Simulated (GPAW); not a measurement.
The system is SnTe.

```
Te Sn
1.0
     0.00000    3.15085    3.15085
     3.15085    0.00000    3.15085
     3.15085    3.15085    0.00000
Te Sn
1 1
Direct
  0.50000 0.50000 0.50000
  0.00000 0.00000 0.00000
```

Base run:

```yaml
Program: GPAW 26.7.0
Functional: PBE
Potentials_or_basis: PAW data sets generated in the run's folder for this functional
Cutoff: 600 eV
Basis: pw
k_mesh: 6 × 6 × 6
Occupations: fermi-dirac, width 0.05 eV
Spin: no spin polarisation
```

Its results: band gap on the k mesh 0.11 eV, direct; pressure 2.0 GPa.

Task: The run is repeated on the same cell with these changes: functional from PBE to LDA; potentials or basis from PAW data sets generated in the run's folder for this functional to the program's PAW data sets (release 1.2.1) made for this functional; cutoff from 600 eV to 450 eV. What comes out?

Result: Band gap on the k mesh 0.11 eV, direct; pressure -2.6 GPa.

Caveats: spin-orbit coupling is left out, which moves the levels of the heavy elements; the cutoff is short for stress and forces, so pressures can be off by a GPa or more (some runs).
